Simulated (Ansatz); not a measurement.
## SiO2: excitons and shallow donors from band masses and screening

These are results of Ansatz, DFT r2SCAN, scalar-relativistic, plane waves, PAW, not measurements.

Plane waves to 500 eV, a k mesh through Γ of 6×6×4 on the computed 12-atom cell and Gaussian smearing (0.02 eV); no spin polarisation.

Relaxed cell: P6_322, a = 5.036 Å, b = 5.036 Å, c = 8.565 Å, α = 90.00°, β = 90.00°, γ = 120.00°, 12 atoms in the primitive cell. This form isn't the usual stable structure of the compound.

The calculation gives a Kohn–Sham gap of 6.17 eV, an electron mass of 0.57 mₑ and a hole mass of 1.68 mₑ (harmonic means over x, y, z and over the bands degenerate at each edge), and ε∞ = 2.13 (independent particles, mean of the diagonal). Masses and screening differ among the axes, which the isotropic model averages.

**Question.** Estimate the binding energy and radius of a Wannier–Mott exciton and of a shallow donor, and say whether the hydrogenic model can hold.

**Answer.** The reduced mass is μ = mₙmₕ/(mₙ + mₕ) = 0.425 mₑ, with mₙ and mₕ the band masses. With E_b = 13.606 eV × μ/ε² and a = 0.529 Å × ε/μ (μ in mₑ) the exciton has E_b = 1271 meV and a = 2.7 Å. For a donor μ is the electron mass: 1703 meV and 2.0 Å. The radius isn't large against the shortest lattice vector (5.04 Å), so the continuum picture is doubtful and the numbers are only a scale. In a polar crystal the ions screen too, so a state bound more weakly than an optical phonon feels the larger static constant, which lowers the energy and widens the orbit. The other way, the small Kohn–Sham gap and the missing local fields make ε∞ too large and the masses tend to be too light, which underbinds. The edges lie at different points of the zone, so the exciton is indirect.